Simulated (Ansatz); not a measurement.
Slab: WS2, a slab with vacuum.

```xyz
3
Lattice="3.1835 0.0000 0.0000 -1.5918 2.7570 0.0000 0.0000 0.0000 16.9506" Properties=species:S:1:pos:R:3 pbc="T T T"
W     0.0000    0.0000    0.0000
S     0.0000    1.8380    1.5595
S     0.0000    1.8380   15.3911
```

| Item | Value |
| --- | --- |
| Program | Ansatz 0.2.0 |
| Task | single point |
| Functional | PBEsol |
| Potentials or basis | Ansatz PAW |
| Cutoff | 420 eV (not typed: the program's choice for these potentials) |
| k mesh | 10 × 10 × 2 |
| Occupations | fermi-dirac, width 0.05 eV |
| Spin | no spin polarisation |

On this cell: largest force 0.126 eV/Å; band gap on the k mesh 1.98 eV, indirect (least direct gap 2.15 eV).

The same run follows on a disturbed copy (atoms moved at random, drawn with an rms of 0.05 Å):

```
W S
1.0
     3.18352    0.00000    0.00000
    -1.59176    2.75701    0.00000
     0.00000    0.00000   16.95058
W S
1 2
Cartesian
  -0.0087 0.0026 -0.0399
  0.0322 1.8182 1.5743
  0.0073 1.8154 15.4044
```

What changes?

The energy moves by +20.7 meV/atom; largest force 1.880 eV/Å; band gap on the k mesh 1.91 eV, indirect (least direct gap 2.13 eV).

Forces on the atoms (eV/Å):
```
W    0.567 -0.508  1.719
S   -0.369  0.204 -0.932
S   -0.199  0.304 -0.787
```

Stress tensor (GPa, compression positive):
```
-1.46  0.18 -0.32
 0.18 -1.10 -0.14
-0.32 -0.14 -0.34
```

Caveats: spin-orbit coupling is left out, which moves the levels of the heavy elements; the PAW data sets come from PBE, with cores solved anew for the run's functional, which leaves a small shift of forces and pressure.

A k mesh can miss the band edges.
